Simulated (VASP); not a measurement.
**PbS: band structure with LDA**

PbS:

```
Pb S
1.0
     0.00000    2.92482    2.92482
     2.92482    0.00000    2.92482
     2.92482    2.92482    0.00000
Pb S
1 1
Direct
  0.00000 0.00000 0.00000
  0.50000 0.50000 0.50000
```

```
Program                : VASP 6.6.1
Task                   : band structure
Functional             : LDA
Potentials or basis    : VASP PAW LDA potentials, release 64 (Pb_d, S)
Cutoff                 : 520 eV
k mesh                 : 10 × 10 × 10
Occupations            : gaussian, width 0.02 eV
Spin                   : no spin polarisation
Further INCAR settings : ALGO = Fast; EDIFF = 1e-06
```

* Pressure: -0.2 GPa
* Band gap on the k mesh: 0.04 eV, direct
* Band gap along the path: 0.05 eV, direct

Levels at the corners of the path, in eV from the valence-band top:
| point | band 8 | band 9 | band 10 | band 11 | band 12 | band 13 |
| --- | --- | --- | --- | --- | --- | --- |
| Γ | -2.43 | -2.43 | -2.43 | 5.14 | 5.14 | 5.14 |
| X | -5.68 | -3.79 | -3.79 | 3.49 | 5.55 | 5.67 |
| X | -5.68 | -3.79 | -3.79 | 3.49 | 5.55 | 5.67 |
| W | -4.85 | -4.85 | -1.15 | 1.97 | 4.51 | 4.51 |
| W | -4.85 | -4.85 | -1.15 | 1.97 | 4.51 | 4.51 |
| K | -5.23 | -3.26 | -2.74 | 3.16 | 4.03 | 4.97 |
| K | -5.23 | -3.26 | -2.74 | 3.16 | 4.03 | 4.97 |
| Γ | -2.43 | -2.43 | -2.43 | 5.14 | 5.14 | 5.14 |
| Γ | -2.43 | -2.43 | -2.43 | 5.14 | 5.14 | 5.14 |
| L | -1.98 | -1.98 | 0.00 | 0.05 | 1.68 | 1.68 |
| L | -1.98 | -1.98 | 0.00 | 0.05 | 1.68 | 1.68 |
| U | -5.23 | -3.26 | -2.74 | 3.16 | 4.03 | 4.97 |
| U | -5.23 | -3.26 | -2.74 | 3.16 | 4.03 | 4.97 |
| W | -4.85 | -4.85 | -1.15 | 1.97 | 4.51 | 4.51 |
| W | -4.85 | -4.85 | -1.15 | 1.97 | 4.51 | 4.51 |
| L | -1.98 | -1.98 | 0.00 | 0.05 | 1.68 | 1.68 |
| L | -1.98 | -1.98 | 0.00 | 0.05 | 1.68 | 1.68 |
| K | -5.23 | -3.26 | -2.74 | 3.16 | 4.03 | 4.97 |
| U | -5.23 | -3.26 | -2.74 | 3.16 | 4.03 | 4.97 |
| X | -5.68 | -3.79 | -3.79 | 3.49 | 5.55 | 5.67 |

It took 27 s on 1 thread of Intel(R) Xeon(R) 6975P-C (Granite Rapids), on a shared host, peak memory 0.19 GiB.

Caveat: spin-orbit coupling is left out, which as a rule narrows the gap of such compounds by several tenths of an eV.
